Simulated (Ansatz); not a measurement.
# TiAl2: a hydrostatic pressure series

A pressure series on TiAl2 (-3 to 60 GPa): equation of state, axes and gap.

Program: Ansatz 0.2.0. Level of theory: DFT r2SCAN, scalar-relativistic, plane waves, PAW. These are calculated values, not measurements.

2 further runs of the same task are left out: 2 set aside as unsound or not needed.

## 1. The structure to begin with

Symmetry: Cmmm, No. 65, orthorhombic system. Conventional cell: a = 3.913 Å, b = 12.068 Å, c = 3.993 Å, α = 90.00°, β = 90.00°, γ = 90.00°. Ti (site symmetry m2m) is surrounded by 10 Al at 2.72 to 2.87 Å and 2 Ti at 2.99 Å. Al (site symmetry mmm) is surrounded by 4 Ti at 2.72 Å and 8 Al at 2.80 to 2.88 Å. Al (site symmetry m2m) is surrounded by 6 Al at 2.71 to 2.88 Å and 6 Ti at 2.80 to 2.87 Å. Around Al (site symmetry mmm) lie 4 Ti at 2.75 Å and 8 Al at 2.80 to 2.86 Å.

Structure file:

```cif
data_structure
_symmetry_space_group_name_H-M 'Cmmm'
_symmetry_Int_Tables_number 65
_cell_length_a 3.9134
_cell_length_b 12.0679
_cell_length_c 3.9929
_cell_angle_alpha 90.000
_cell_angle_beta 90.000
_cell_angle_gamma 90.000
_cell_volume 188.57
loop_
_atom_site_label
_atom_site_type_symbol
_atom_site_symmetry_multiplicity
_atom_site_Wyckoff_symbol
_atom_site_fract_x
_atom_site_fract_y
_atom_site_fract_z
_atom_site_occupancy
Ti1 Ti 4 i 0.50000 0.84358 0.00000 1
Al1 Al 2 a 0.00000 0.00000 0.00000 1
Al2 Al 4 j 0.50000 0.67258 0.50000 1
Al3 Al 2 c 0.50000 0.00000 0.50000 1
```

It is the result of an earlier relaxation at this level (volume 15.71 Å³/atom; gap on the mesh: none (metal)).

## 2. Target pressure -3 GPa

input.yaml

```yaml
crystal:
  lattice:
    - [1.9752324087, -6.0911689736, 0.0]
    - [1.9752324087, 6.0911689736, 0.0]
    - [0.0, 0.0, 4.0307313746]
  atoms:
    - { symbol: Ti, position: [0.6564175582, 0.3435824418, 0.0] }
    - { symbol: Ti, position: [0.3435824418, 0.6564175582, 0.0] }
    - { symbol: Al, position: [0.0, 0.0, 0.0] }
    - { symbol: Al, position: [0.8274221862, 0.1725778138, 0.5] }
    - { symbol: Al, position: [0.1725778138, 0.8274221862, 0.5] }
    - { symbol: Al, position: [0.5, 0.5, 0.5] }
basis:
  ecutwfc: 500
kpoints:
  mp_grid: { grid: [10, 10, 10] }
hamiltonian:
  xc: r2scan
scf:
  occupations: { method: gaussian, width: 0.1 }
output:
  forces: true
  stress: true
  eigenvalues: true
relax:
  adjacent_minimum: "off"
  f_tol: 0.008
  max_steps: 50
  cell: { stress_tol: 0.08, p_target: -3.0 }
```

The run is started by

```sh
> ansatz run input.yaml --threads 1 --pin off --max-ram 2560MiB --backend cpu --events-out ev --progress --plain --runs-dir out
```

Further runs follow: target pressure 3 GPa; relaxing at 8 GPa; 15 GPa; relaxing at 30 GPa; 60 GPa.

Before running it: what results should come out? Wanted: bulk modulus B0; B0'.

**Answer**, as computed:

| quantity | value |
| --- | --- |
| volume at 60 GPa | 11.74 Å³/atom, V/V0 = 0.747 |
| bulk modulus B0 (third-order Birch-Murnaghan) | 118 GPa |
| B0' | 3.8 |

What this shows: At 60 GPa the crystal has lost 25.3 % of its volume. The points follow one equation of state, B0 = 118 GPa. The cell gives way unevenly: a -8.9 %, b -8.9 %, c -9.7 %. Other structures may take over in this range; these runs cannot find them.
